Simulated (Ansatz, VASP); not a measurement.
# Bi in VASP and in Ansatz

```
Bi
1.0
     3.41738   -3.06863    0.00000
     3.41738    3.06863    0.00000
    -1.23451    0.00000    3.04999
Bi
2
Direct
  0.75306 0.75306 0.85738
  0.24694 0.24694 0.14262
```

Change from the starting cell: volume scaled by 0.94.

Alike in both runs: task single point; functional PBEsol; k mesh 6 × 6 × 9; occupations fermi-dirac, width 0.05 eV; no spin polarisation.

|  | VASP | Ansatz |
| --- | --- | --- |
| version | VASP 6.6.1 | Ansatz 0.2.0 |
| potentials or method | VASP PAW PBE potentials, release 64 (Bi_d) | Ansatz PAW |
| plane-wave cutoff (eV) | 520 | 420 |
| valence electrons in the cell | 30 | 30 |

|  | VASP | Ansatz | Ansatz less VASP |
| --- | --- | --- | --- |
| gap on the k mesh at the Fermi level (eV) | none | none | - |
| pressure (GPa) | 0.6 | 0.7 | +0.08 |
| largest component of the traceless stress (GPa) | 0.76 | 0.75 | -0.004 |
| rms of the force components (eV/Å) | 0.019 | 0.018 | -0.0010 |

Atom by atom the forces differ by 0.001 eV/Å (rms over components). A gap of «none» marks a metal or a gap that the smearing closes. With one functional, cell and mesh, what is left measures potentials, basis and numerics.

Caveats: spin-orbit coupling is left out, which moves the levels of the heavy elements; the PAW data sets were made with another functional, which shifts forces and pressure a little (VASP); the PAW data sets come from PBE, with cores solved anew for the run's functional, which leaves a small shift of forces and pressure (Ansatz).
